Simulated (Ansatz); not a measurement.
# NiGe (Pnma) in Ansatz: a run that goes wrong, beside a sound one

Two runs on NiGe: the first has a flaw, the second is sound.

All numbers are computed with Ansatz 0.2.0; they aren't measurements. Logs are shortened: lines on timing, memory, paths and dates and some standing lists are left out, and cuts for length are marked.

### Step 1. Starting point

The structure is orthorhombic, space group Pnma (No. 62). The conventional cell has a = 5.381 Å, b = 3.428 Å, c = 5.811 Å, α = 90.00°, β = 90.00°, γ = 90.00°. Ge (site symmetry m) is surrounded by 6 Ni at 2.33 to 2.49 Å. Ni (site symmetry m) has 6 Ge at 2.33 to 2.49 Å as nearest neighbours.

### Step 2. A run with an altered input

File input.yaml:

```yaml
crystal:
  lattice:
    - [5.381, 0.0, 0.0]
    - [0.0, 3.428, 0.0]
    - [0.0, 0.0, 5.811]
  atoms:
    - { symbol: Ge, position: [0.312, 0.75, 0.917] }
    - { symbol: Ge, position: [0.688, 0.25, 0.083] }
    - { symbol: Ge, position: [0.188, 0.25, 0.417] }
    - { symbol: Ge, position: [0.812, 0.75, 0.583] }
    - { symbol: Ni, position: [0.495, 0.75, 0.31], spin: 1.0 }
    - { symbol: Ni, position: [0.505, 0.25, 0.69], spin: 1.0 }
    - { symbol: Ni, position: [0.005, 0.25, 0.81], spin: 1.0 }
    - { symbol: Ni, position: [0.995, 0.75, 0.19], spin: 1.0 }
hamiltonian:
  xc: pbesol
  pseudopotentials: { kind: paw }
magnetization:
  spin_polarized: true
kpoints:
  mp_grid: { grid: [5, 8, 5] }
  band_path:
    path:
      - [[0.0, 0.0, 0.0], [0.0, -0.5, 0.0], [-0.5, -0.5, 0.0], [-0.5, 0.0, 0.0], [0.0, 0.0, 0.0], [0.0, 0.0, -0.5], [0.0, -0.5, -0.5], [-0.5, -0.5, -0.5], [-0.5, 0.0, -0.5], [0.0, 0.0, -0.5]]
      - [[-0.5, 0.0, 0.0], [-0.5, 0.0, -0.5]]
      - [[0.0, -0.5, -0.5], [0.0, -0.5, 0.0]]
      - [[-0.5, -0.5, 0.0], [-0.5, -0.5, -0.5]]
    npoints: 10
scf:
  occupations: { method: fermi_dirac, width: 0.05 }
  n_extra_bands: 20
  max_iter: 50
output:
  forces: true
  stress: true
  eigenvalues: true
  fatbands: false
total_charge: -4
```

Potentials or basis: Ansatz PAW.

Run with:

```
ansatz run input.yaml --threads 4 --pin off --max-ram 11264MiB --backend cpu --events-out ev --progress --plain --runs-dir out
```

The log of the run:

```text
[... 95 lines left out ...]
```

bands.tsv:

```text
[... 136 lines left out ...]
```

Wall time 48 s (4 threads of Arm Neoverse V2, shared host); peak memory 1.2 GiB.

The run converged. The input was made wrong on purpose: a charge that the system can't hold (total_charge = -4). The program ran through all the same, so the numbers look like a result but aren't the crystal's properties.

### Step 3. Band structure, PBEsol, collinear spin, ferromagnetic start

input.yaml, as its differences from that of step 2:

```diff
@@ -31,3 +31,2 @@
   n_extra_bands: 20
-  max_iter: 50
 output:
@@ -36,3 +35,6 @@
   eigenvalues: true
-  fatbands: false
-total_charge: -4
+  fatbands: true
+  write_density: true
+  write_potential: true
+  elf: true
+  volumetric_format: npy
```

Potentials or basis: Ansatz PAW.

Run with:

```
ansatz run input.yaml --threads 4 --pin off --max-ram 11264MiB --backend cpu --events-out ev --progress --plain --runs-dir out
```

It took 62 s on 4 threads of Arm Neoverse V2, shared host; peak memory 1.2 GiB.

It converged, with:

* Free energy: -40236.8123 eV
* Pressure: -3.2 GPa
* Largest force: 0.180 eV/Å
* Band gap on the k mesh: none (metal or under the smearing width)
* Net moment: 0.00 μB per cell
* Absolute moment: 0.00 μB per cell

Forces on the atoms (eV/Å):
```
Ge  -0.112  0.000 -0.141
Ge   0.112  0.000  0.141
Ge   0.112  0.000 -0.141
Ge  -0.112  0.000  0.141
Ni  -0.051  0.000  0.003
Ni   0.051  0.000 -0.003
Ni   0.051  0.000  0.003
Ni  -0.051  0.000 -0.003
```

Stress tensor (GPa, compression positive):
```
-4.23  0.00  0.00
 0.00 -2.64  0.00
 0.00  0.00 -2.86
```

Levels at the corners of the path, in eV from the Fermi level:
Spin up:
| point | band 61 | band 62 | band 63 | band 64 | band 65 | band 66 | band 67 | band 68 |
| --- | --- | --- | --- | --- | --- | --- | --- | --- |
| Γ | -1.73 | -1.13 | -0.93 | -0.78 | 0.58 | 0.70 | 3.99 | 4.13 |
| X | -1.59 | -1.59 | -1.28 | -1.28 | -0.57 | -0.57 | 1.92 | 1.92 |
| S | -1.43 | -1.43 | -1.43 | -1.43 | 0.27 | 0.27 | 0.27 | 0.27 |
| Y | -1.64 | -1.64 | 0.63 | 0.63 | 1.54 | 1.54 | 3.07 | 3.07 |
| Γ | -1.73 | -1.13 | -0.93 | -0.78 | 0.58 | 0.70 | 3.99 | 4.13 |
| Z | -1.37 | -1.37 | -0.29 | -0.29 | 1.20 | 1.20 | 2.60 | 2.60 |
| U | -1.66 | -1.66 | -1.55 | -1.55 | 0.30 | 0.30 | 0.66 | 0.66 |
| R | -1.59 | -1.59 | -1.59 | -1.59 | 2.39 | 2.39 | 2.39 | 2.39 |
| T | -1.05 | -1.05 | 0.58 | 0.58 | 2.44 | 2.44 | 2.47 | 2.47 |
| Z | -1.37 | -1.37 | -0.29 | -0.29 | 1.20 | 1.20 | 2.60 | 2.60 |
| Y | -1.64 | -1.64 | 0.63 | 0.63 | 1.54 | 1.54 | 3.07 | 3.07 |
| T | -1.05 | -1.05 | 0.58 | 0.58 | 2.44 | 2.44 | 2.47 | 2.47 |
| U | -1.66 | -1.66 | -1.55 | -1.55 | 0.30 | 0.30 | 0.66 | 0.66 |
| X | -1.59 | -1.59 | -1.28 | -1.28 | -0.57 | -0.57 | 1.92 | 1.92 |
| S | -1.43 | -1.43 | -1.43 | -1.43 | 0.27 | 0.27 | 0.27 | 0.27 |
| R | -1.59 | -1.59 | -1.59 | -1.59 | 2.39 | 2.39 | 2.39 | 2.39 |
Spin down:
```csv
point,band 60,band 61,band 62,band 63,band 64,band 65,band 66,band 67,band 68,band 69
Γ,-1.76,-1.73,-1.13,-0.93,-0.78,0.58,0.70,3.99,4.13,4.40
X,-1.76,-1.59,-1.59,-1.28,-1.28,-0.57,-0.57,1.92,1.92,2.15
S,-1.73,-1.43,-1.43,-1.43,-1.43,0.27,0.27,0.27,0.27,4.08
Y,-1.70,-1.64,-1.64,0.63,0.63,1.54,1.54,3.07,3.07,4.40
Γ,-1.76,-1.73,-1.13,-0.93,-0.78,0.58,0.70,3.99,4.13,4.40
Z,-1.82,-1.37,-1.37,-0.29,-0.29,1.20,1.20,2.60,2.60,4.31
U,-1.68,-1.66,-1.66,-1.55,-1.55,0.30,0.30,0.66,0.66,2.12
R,-1.83,-1.59,-1.59,-1.59,-1.59,2.39,2.39,2.39,2.39,3.24
T,-1.84,-1.05,-1.05,0.58,0.58,2.44,2.44,2.47,2.47,2.61
Z,-1.82,-1.37,-1.37,-0.29,-0.29,1.20,1.20,2.60,2.60,4.31
Y,-1.70,-1.64,-1.64,0.63,0.63,1.54,1.54,3.07,3.07,4.40
T,-1.84,-1.05,-1.05,0.58,0.58,2.44,2.44,2.47,2.47,2.61
U,-1.68,-1.66,-1.66,-1.55,-1.55,0.30,0.30,0.66,0.66,2.12
X,-1.76,-1.59,-1.59,-1.28,-1.28,-0.57,-0.57,1.92,1.92,2.15
S,-1.73,-1.43,-1.43,-1.43,-1.43,0.27,0.27,0.27,0.27,4.08
R,-1.83,-1.59,-1.59,-1.59,-1.59,2.39,2.39,2.39,2.39,3.24
```

Caveat: the PAW data sets come from PBE, with cores solved anew for the run's functional, which leaves a small shift of forces and pressure; the starting moments weren't kept.
